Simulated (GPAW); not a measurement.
A calculation with GPAW 26.7.0 of SnO (cli, Cartesian positions):

The input SnO.xyz:

```xyz
2
Lattice="3.1319300000 0.0000000000 0.0000000000 0.0000000000 3.1319300000 0.0000000000 0.0000000000 0.0000000000 3.1319300000" Properties=species:S:1:pos:R:3 pbc="T T T"
Sn     0.0000000000      0.0000000000      0.0000000000
O      1.5659650000      1.5659650000      1.5659650000
```

Potentials or basis: GPAW PAW data sets (gpaw-data 1.2.1), pw.

Launch:

```sh
$ OMP_NUM_THREADS=1 gpaw run SnO.xyz -p 'mode=PW(800),xc=PBE,kpts={size:(9,9,9),gamma:True},occupations={name:fermi-dirac,width:0.05},nbands=19,convergence={density:1e-05,energy:1e-05},maxiter=150,txt=gpaw.txt' --properties efs -w gs.gpw
```

The cell was built by a generator and needn't be a form met in nature.

Question: Write the same calculation in another form: ASE script, structure typed inline.

Answer: As run:

File run.py:

```python
from ase import Atoms
from ase.dft.bandgap import bandgap
from ase.io import write
from ase.units import Bohr, GPa
from gpaw import GPAW, PW
from gpaw.elf import elf_from_dft_calculation

atoms = Atoms(['Sn', 'O'],
              cell=[[3.13193, 0.0, 0.0],
                    [0.0, 3.13193, 0.0],
                    [0.0, 0.0, 3.13193]],
              scaled_positions=[[0.0, 0.0, 0.0],
                                [0.5, 0.5, 0.5]],
              pbc=True)

calc = GPAW(mode=PW(800),
            xc='PBE',
            kpts={'size': (9, 9, 9), 'gamma': True},
            occupations={'name': 'fermi-dirac', 'width': 0.05},
            nbands=19,
            convergence={'density': 1e-05, 'energy': 1e-05},
            maxiter=150,
            txt='gpaw.txt')
atoms.calc = calc
energy = atoms.get_potential_energy()
forces = atoms.get_forces()
stress = atoms.get_stress()
calc.write('gs.gpw')
write('result.traj', atoms)
print(f'Energy: {energy:.6f} eV')
print('Forces (eV/A):')
print(forces.round(4))
print('Stress (GPa):', (stress / GPa).round(3))
print('Fermi level:', round(calc.get_fermi_level(), 4), 'eV')
print(f'Gap: {bandgap(calc)[0]:.4f} eV, direct: {bandgap(calc, direct=True)[0]:.4f} eV')

# fields on the real-space grid
write('density.cube', atoms, data=calc.get_pseudo_density() * Bohr**3)
write('potential.cube', atoms, data=calc.get_electrostatic_potential())
write('elf.cube', atoms, data=elf_from_dft_calculation(calc).data)
```

Potentials or basis: GPAW PAW data sets (gpaw-data 1.2.1), pw.

The run is started by

```bash
$ OMP_NUM_THREADS=1 python run.py
```

Both were run:

|  | cli, Cartesian positions | ASE script, structure typed inline |
| --- | --- | --- |
| Pressure | -0.4 GPa | -0.4 GPa |
| Band gap on the k mesh | 0.46 eV, indirect (least direct gap 0.92 eV) | 0.46 eV, indirect (least direct gap 0.92 eV) |

Keys that steer only the numerical path or the files written may differ.

Caveat: spin-orbit coupling is left out, which moves the levels of the heavy elements; an odd mesh through Γ misses points on the zone boundary, where band edges often lie.
